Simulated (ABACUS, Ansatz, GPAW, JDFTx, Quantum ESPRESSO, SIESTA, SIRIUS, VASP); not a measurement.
# CdTe: programs and potentials compared

```
Te Cd
1.0
     0.00000    3.20500    3.20500
     3.20500    0.00000    3.20500
     3.20500    3.20500    0.00000
Te Cd
1 1
Direct
  0.75000 0.75000 0.75000
  0.00000 0.00000 0.00000
```

Alike in all runs: task single point; functional PBEsol; k mesh 7 × 7 × 7; occupations fermi-dirac, width 0.05 eV; no spin polarisation; no spin-orbit coupling. Pressure is positive in compression and, in plane waves, holds the error of the finite cutoff.

```json
{"program and potentials": "SIESTA, files PseudoDojo sr-pbesol-0.4.1-standard, DZP (energy shift 0.003 Ry; two zetas on semicore shells)", "plane-wave cutoff (eV)": "-", "notes": "atomic basis; 18 valence electrons an atom on average", "pressure (GPa)": "1.50"}
{"program and potentials": "JDFTx, PseudoDojo-SR-PBEsol-0.4.1-standard with smoothed tails", "plane-wave cutoff (eV)": "1388", "notes": "18 valence electrons an atom on average", "pressure (GPa)": "1.72"}
{"program and potentials": "ABACUS, PseudoDojo NC SR 0.4.1 PBEsol standard, plane waves", "plane-wave cutoff (eV)": "1401", "notes": "18 valence electrons an atom on average", "pressure (GPa)": "1.73"}
{"program and potentials": "Ansatz, all-electron LAPW, scalar-relativistic", "plane-wave cutoff (eV)": "-", "notes": "-", "pressure (GPa)": "1.68"}
{"program and potentials": "VASP, PBE PAW files Cd, Te, 520 eV", "plane-wave cutoff (eV)": "520", "notes": "potentials made for PBE; 9 valence electrons an atom on average", "pressure (GPa)": "1.86"}
{"program and potentials": "GPAW, PAW data sets generated for this functional", "plane-wave cutoff (eV)": "600", "notes": "9 valence electrons an atom on average", "pressure (GPa)": "1.26"}
{"program and potentials": "Quantum ESPRESSO, GBRV 1.5 PBEsol", "plane-wave cutoff (eV)": "612", "notes": "9 valence electrons an atom on average", "pressure (GPa)": "1.98"}
{"program and potentials": "SIRIUS, PseudoDojo 0.4.1 PBEsol standard (scalar relativistic)", "plane-wave cutoff (eV)": "1388", "notes": "18 valence electrons an atom on average", "pressure (GPa)": "1.72"}
```

The pressure spans 1.26 (GPAW, PAW data sets generated for this functional) to 1.98 GPa (Quantum ESPRESSO, GBRV 1.5 PBEsol), with all-electron results at 1.68. Rows in atomic bases carry the error of their basis and grid, which can be large.

Differences between rows come from potentials, basis sets and numerical settings, since the functional is the same but for its coding. Runs on potential files found faulty are left out.
